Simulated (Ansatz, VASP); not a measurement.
## Two plane-wave programs on Al

```xyz
2
Lattice="2.8125 0.0000 0.0000 -1.4062 2.4357 0.0000 0.0000 0.0000 4.8669" Properties=species:S:1:pos:R:3 pbc="T T T"
Al    0.0000    1.6238    1.2167
Al    1.4062    0.8119    3.6501
```

This isn't the form of Al at room conditions, which is fcc.

Alike in both runs: functional HSE06; k mesh 6 × 6 × 3; occupations fermi-dirac, width 0.05 eV; no spin polarisation.

|  | VASP | Ansatz |
| --- | --- | --- |
| version | VASP 6.6.1 | Ansatz 0.2.0 |
| potentials or method | VASP PAW PBE potentials, release 64 (Al) | Ansatz PAW |
| plane-wave cutoff (eV) | 520 | 420 |
| valence electrons in the cell | 6 | 6 |
| task | single point | projected density of states |

VASP gave:

- gap on the k mesh at the Fermi level (eV): none
- pressure (GPa): 1.3
- largest component of the traceless stress (GPa): 6.31

Problem. Which values does Ansatz return?

Solution. gap on the k mesh at the Fermi level (eV): none; pressure (GPa): 1.3; largest component of the traceless stress (GPa): 6.38.

A gap of «none» marks a metal or a gap that the smearing closes.

Caveats: the k mesh is coarse (spacing up to 0.43 Å⁻¹), so the values aren't converged, least of all with exact exchange; the PAW data sets were made with another functional, which shifts forces and pressure a little (VASP); the PAW data sets come from PBE, with cores solved anew for the run's functional, which leaves a small shift of forces and pressure (Ansatz); the density of states is complete only up to the lowest level of the last band computed (Ansatz); the thresholds are loose for stress (Ansatz).
